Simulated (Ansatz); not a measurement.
Runs of Ansatz 0.2.0 on Fe. The structure is orthorhombic, space group Fmmm (No. 69). The conventional cell has a = 2.997 Å, b = 3.883 Å, c = 3.930 Å, α = 90.00°, β = 90.00°, γ = 90.00°. Around Fe (site symmetry mmm) lie 12 Fe at 2.45 to 2.76 Å. 

| task | level | cell | cutoff (eV) | points for each segment of the path | gap on the mesh (eV) | pressure (GPa) | moment (μB) | relaxed volume (Å³/atom) |
| --- | --- | --- | --- | --- | --- | --- | --- | --- |
| single point | PBE0 | as given | 420 | - | none | 15.9 | 2.87 | - |
| single point | B3LYP | as given | 420 | - | none | 19.9 | (a) | - |
| band structure | HSE03 | as given | 420 | 4 | none | 16.6 | 2.87 | - |
| relaxation of cell and atoms | HSEsol | relaxed | 420 | - | none | 0.0 | 2.87 | (c) |
| relaxation of cell and atoms | PBEsol0 | relaxed | 420 | - | none | 0.0 | 2.87 | 11.92 |
| relaxation of cell and atoms | PBE0 | relaxed | 420 | - | none | 0.0 | 2.87 | 12.31 |
| single point | r2SCAN50 | as given | 500 | - | none | 19.9 | (b) | - |
| single point | r2SCAN0 | as given | 500 | - | none | 14.8 | 2.87 | - |
| band structure | HSEsol | as given | 420 | 4 | none | 9.3 | 2.87 | - |
| single point | HF | as given | 420 | - | none | 64.8 | 3.00 | - |
| relaxation of cell and atoms | HSE03 | relaxed | 420 | - | none | 0.0 | 2.88 | 12.40 |
| single point | PBEsol0 | as given | 420 | - | none | 9.0 | 2.87 | - |

Alike in all rows: potentials or basis Ansatz PAW; spin collinear, ferromagnetic start; k mesh 7 × 7 × 7; smearing fermi-dirac 0.05 eV; the mesh is coarse, so values aren't converged.

**Question.** Fill in the values left out.

**Answer.** (a) 2.81; (b) 2.92; (c) 11.94.

Caveats: all runs use coarse meshes; the magnetic or orbital state may not be the lowest; the PAW data sets come from PBE, with cores solved anew for the run's functional, which leaves a small shift of forces and pressure; the thresholds are loose for stress (some runs); so large a pressure means that the cell lies far from this level's equilibrium, or that cutoff or potentials fall short (some runs); the plane-wave basis is chosen anew once the cell has moved, so the energies of steps on either side of that aren't comparable (some runs); the cell as given lies far from equilibrium (some runs).

A gap of «none» marks a metal or a gap under the smearing width.
